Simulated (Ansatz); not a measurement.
## Ti: reading a single point

```
CELL_PARAMETERS angstrom
-1.52996 1.52996 1.52996
1.52996 -1.52996 1.52996
1.52996 1.52996 -1.52996
ATOMIC_POSITIONS crystal
Ti 0.00000 0.00000 0.00000
```

Method: r2SCAN, with U_eff = 5.39 eV on Ti d (all-electron-ortho-atomic projectors), spin-orbit coupling; PAW, plane waves to 500 eV, 11×11×11 Γ-centred mesh, gaussian occupations (width 0.1704 eV) (Ansatz 0.2.0), atoms fixed.

The state carries no moments; the state need not be the lowest.

Question: What does the stress say?

Answer: The pressure is 53.9 GPa (compression positive), so with the atoms held at these fractions the cell would first expand. The principal stresses 39.8, 60.9, 60.9 GPa differ, so its shape would change too.

Question: Is there a gap?

Answer: It is a metal, with about 0.82 states/eV a cell as the mean within 0.25 eV of the Fermi level, mostly Ti d (82 %).

Origin: a known structure type with other elements, at an estimated volume, so it need not be a known compound. Caveats: started without moments under time reversal, so no moment could form; atoms or cell far from equilibrium; wide smearing.
